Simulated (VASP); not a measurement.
# Sn (Immm) in VASP: settings compared

Aim: see how the results for Sn move with the level of theory and the settings. Levels: PBEsol, RPBE. Tasks: single point, relaxation of cell and atoms.

Everything below comes from runs of VASP 6.6.1. Logs are shortened: lines on timing, memory, paths and dates and some standing lists are left out, and cuts for length are marked.

## Step 1: The structure

Symmetry: Immm, No. 71, orthorhombic system. Conventional cell: a = 3.453 Å, b = 3.551 Å, c = 4.677 Å, α = 90.00°, β = 90.00°, γ = 90.00°. Sn (site symmetry mmm) is surrounded by 12 Sn at 3.41 to 3.55 Å.

This isn't the form of Sn at room conditions, which is tetragonal (white tin).

## Step 2: Single point, PBEsol

Input file INCAR:

```
PREC = Accurate ; ENCUT = 520
EDIFF = 1E-6 ; ISMEAR = 0
SIGMA = 0.1 ; LREAL = F
LASPH = T ; NELM = 60
ALGO = Fast ; ISIF = 2
LWAVE = F ; LCHARG = T
GGA = PS ; LELF = T
LVHAR = T ; NBANDS = 13
```

Input file KPOINTS:

```
Automatic mesh
0
Gamma
  16 16 16
```

Input file POSCAR:

```
Sn
1.0
   -1.7265390000      1.7755470000      2.3383420000
    1.7265390000     -1.7755470000      2.3383420000
    1.7265390000      1.7755470000     -2.3383420000
Sn
1
Direct
    0.0000000000      0.0000000000      0.0000000000
```

Potentials or basis: VASP PAW PBE potentials, release 64 (Sn_d).

Launch:

```
$ cat potpaw_PBE.64/Sn_d/POTCAR > POTCAR
$ mpirun -np 1 vasp_std > vasp.out
```

OUTCAR:

```text
PREC = Accurate
   ENCUT = 520
   EDIFF = 1E-6
   ISMEAR = 0
   LREAL = F
   LASPH = T
   NELM = 60
   ISIF = 2
   GGA = PS

 ion  position               nearest neighbor table
   1  0.000  0.000  0.000-

  LATTYP: Found a body centered orthorhombic cell.
 ALAT       =     3.4530780000
 B/A-ratio  =     1.0283851103
 C/A-ratio  =     1.3543522620

  Lattice vectors:

 A1 = (  -1.7265390000,   1.7755470000,   2.3383420000)
 A2 = (   1.7265390000,  -1.7755470000,   2.3383420000)
 A3 = (   1.7265390000,   1.7755470000,  -2.3383420000)

Analysis of symmetry for initial positions (statically):
=====================================================================
 Subroutine PRICEL returns:
 Original cell was already a primitive cell.

 Routine SETGRP: Setting up the symmetry group for a
 body centered orthorhombic supercell.

 Subroutine GETGRP returns: Found  8 space group operations
 (whereof  8 operations were pure point group operations)
 out of a pool of  8 trial point group operations.

The static configuration has the point symmetry D_2h.

Analysis of symmetry for dynamics (positions and initial velocities):
=====================================================================
 Subroutine PRICEL returns:
 Original cell was already a primitive cell.

 Routine SETGRP: Setting up the symmetry group for a
 body centered orthorhombic supercell.

 Subroutine GETGRP returns: Found  8 space group operations
 (whereof  8 operations were pure point group operations)
 out of a pool of  8 trial point group operations.

The dynamic configuration has the point symmetry D_2h.

 Subroutine INISYM returns: Found  8 space group operations
 (whereof  8 operations are pure point group operations),
 and found     1 'primitive' translations

----------------------------------------------------------------------------------------

                                     Primitive cell

  volume of cell :      28.6732

  direct lattice vectors                    reciprocal lattice vectors
    -1.726539000  1.775547000  2.338342000     0.000000000  0.281603359  0.213826720
     1.726539000 -1.775547000  2.338342000     0.289596702  0.000000000  0.213826720
     1.726539000  1.775547000 -2.338342000     0.289596702  0.281603359  0.000000000

  length of vectors
     3.406075069  3.406075069  3.406075069     0.353584952  0.359983494  0.403938983
[... 74 lines left out ...]
   LNONCOLLINEAR =      F non collinear calculations
   LSORBIT =      F    spin-orbit coupling
   LASPH  =      T    aspherical Exc in radial PAW
   ENCUT  =  520.0 eV  38.22 Ry    6.18 a.u.   6.33  6.33  6.33*2*pi/ulx,y,z
   NELM   =     60;   NELMIN=  2; NELMDL= -5     # of ELM steps
   EDIFF  = 0.1E-05   stopping-criterion for ELM
   LREAL  =      F    real-space projection
[... 7 lines left out ...]
   TEBEG  =    0.0;   TEEND  =   0.0 temperature during run
   PSTRESS=    0.0 pullay stress
   NELECT =      14.0000    total number of electrons
   NUPDOWN=      -1.0000    fix difference up-down
   EMIN   =  10.00;   EMAX   =-10.00  energy-range for DOS
   EFERMI =   0.00;   METHOD = LEGACY
   ISMEAR =     0;   SIGMA  =   0.10  broadening in eV -4-tet -1-fermi 0-gaus
   EFERMI_NEDOS =   21; number of points for ismear=-14 and -15
   IALGO  =     68    algorithm
   IMIX   =      4    mixing-type and parameters
     AMIX     =   0.40;   BMIX     =  1.00
     AMIX_MAG =   1.60;   BMIX_MAG =  1.00
  volume/ion in A,a.u.               =      28.67       193.50
  Fermi-wavevector in a.u.,A,eV,Ry     =   1.289116  2.436076 22.610433  1.661820
  Thomas-Fermi vector in A             =   2.421028
   LORBIT       =      0    0 simple, 1 ext, 2 COOP (PROOUT), +10 PAW based schemes
   GGA     = PS    functional components
   LHFCALC =     F    Hartree Fock is set to
   AEXX    =    0.0000 exact exchange contribution
   IVDW    =     0    specifies the selected vdW correction
   LEPSILON=     F    determine dielectric tensor
   LRPA    =     F    only Hartree local field effects (RPA)
 non-spin polarized calculation
 RMM-DIIS sequential band-by-band and
 Gauss-broadening in eV      SIGMA  =   0.10
  energy-cutoff  :      520.00
  volume of cell :       28.67
 maximum number of plane-waves:       797
 NGX is ok and might be reduce to    28
   NGX = 13   NGY = 13   NGZ = 13

 number of electron      13.9999998 magnetization

 Free energy of the ion-electron system (eV)
  ---------------------------------------------------
  ext. energy  EPLUGINS =         0.00000000
  ---------------------------------------------------
  free energy    TOTEN  =        -4.20888065 eV

  energy without entropy =       -4.20574088  energy(sigma->0) =       -4.20731077

 E-fermi :   7.3514     XC(G=0): -10.2532

 val. band max:        7.3447830123   @ k =  -0.3750   0.1250   0.0625
 cond. band min:       7.3556301163   @ k =  -0.4375  -0.3125   0.1250
 fundamental gap:      0.0108471040
 Fermi energy:         7.3514056802

 k-point     1 :       0.0000    0.0000    0.0000
  band No.  band energies     occupation
      1     -14.0961      2.00000
      2     -14.0817      2.00000
      3     -14.0614      2.00000
      4     -14.0318      2.00000
      5     -13.9967      2.00000
      6      -3.4229      2.00000
      7      14.3656      0.00000
      8      14.5105      0.00000
      9      14.9126      0.00000
     10      17.9754      0.00000
     11      18.4897      0.00000
     12      18.9898      0.00000
     13      19.1568      0.00000
[... 354 lines left out ...]
  band No.  band energies     occupation
      1     -14.0950      2.00000
      2     -14.0717      2.00000
      3     -14.0542      2.00000
      4     -14.0323      2.00000
      5     -13.9955      2.00000
      6      -3.1533      2.00000
      7      12.4964      0.00000
      8      13.6966      0.00000
      9      14.3363      0.00000
     10      16.9914      0.00000
     11      19.2657      0.00000
     12      19.7847      0.00000
     13      20.0145      0.00000

 [... further k-points ...]
[... 5 lines left out ...]
  --------------------------------------------------------------------------------------
  -------------------------------------------------------------------------------------
  Total       -0.5776319     -0.6843286     -0.6528097      0.0000000      0.0000000      0.0000000
  in kB      -32.2764061    -38.2383075    -36.4771242      0.0000000      0.0000000      0.0000000
  external PRESSURE =     -35.6639459 kB  Pullay stress =       0.0000000 kB

 VOLUME and BASIS-vectors are now :
 -----------------------------------------------------------------------------
  energy-cutoff  :      520.00
  volume of cell :       28.67
      direct lattice vectors                 reciprocal lattice vectors
    -1.726539000  1.775547000  2.338342000     0.000000000  0.281603359  0.213826720
     1.726539000 -1.775547000  2.338342000     0.289596702  0.000000000  0.213826720
     1.726539000  1.775547000 -2.338342000     0.289596702  0.281603359  0.000000000

 POSITION                                       TOTAL-FORCE (eV/Angst)
 -----------------------------------------------------------------------------------
      0.00000      0.00000      0.00000         0.000000      0.000000      0.000000
 -----------------------------------------------------------------------------------
    total drift:                               -0.000000     -0.000000     -0.000000

  FREE ENERGIE OF THE ION-ELECTRON SYSTEM (eV)
  ---------------------------------------------------
  free  energy   TOTEN  =        -4.2088806542 eV

  energy  without entropy=       -4.2057408820  energy(sigma->0) =       -4.20731077
```

OSZICAR:

```text
N       E                     dE             d eps       ncg     rms          rms(c)
DAV:   1     0.810456766047E+02    0.81046E+02   -0.71649E+03 16631   0.157E+03
DAV:   2     0.164237336559E+01   -0.79403E+02   -0.76788E+02 16991   0.340E+02
DAV:   3    -0.410191545104E+01   -0.57443E+01   -0.57233E+01 19255   0.741E+01
DAV:   4    -0.422278837572E+01   -0.12087E+00   -0.12085E+00 19658   0.115E+01
DAV:   5    -0.422695694430E+01   -0.41686E-02   -0.41685E-02 21422   0.208E+00    0.120E+00
RMM:   6    -0.421299768763E+01    0.13959E-01   -0.13629E-02 20406   0.153E+00    0.674E-01
RMM:   7    -0.420903173443E+01    0.39660E-02   -0.93751E-03 20397   0.113E+00    0.107E-01
RMM:   8    -0.420884304846E+01    0.18869E-03   -0.82159E-04 22441   0.430E-01    0.263E-02
RMM:   9    -0.420887789395E+01   -0.34845E-04   -0.35388E-04 25014   0.174E-01    0.233E-02
RMM:  10    -0.420887857303E+01   -0.67908E-06   -0.57789E-05 21674   0.113E-01    0.466E-03
RMM:  11    -0.420888019022E+01   -0.16172E-05   -0.30256E-05 25941   0.546E-02    0.728E-03
RMM:  12    -0.420888065416E+01   -0.46394E-06   -0.34717E-06 16937   0.188E-02
   1 F= -.42088807E+01 E0= -.42073108E+01  d E =-.313977E-02
```

Run time: 4 min. Hardware: 1 thread of Intel Xeon Platinum 8259CL at 2.50GHz (Skylake/Cascade Lake), shared host; peak memory 0.33 GiB.

What came out:

```
Free energy            : -4.2089 eV
Pressure               : -3.6 GPa
Band gap on the k mesh : none (metal or under the smearing width)
```

Caveat: the PAW data sets were made with another functional, which shifts forces and pressure a little.

(Continued in part 2 of 2.)
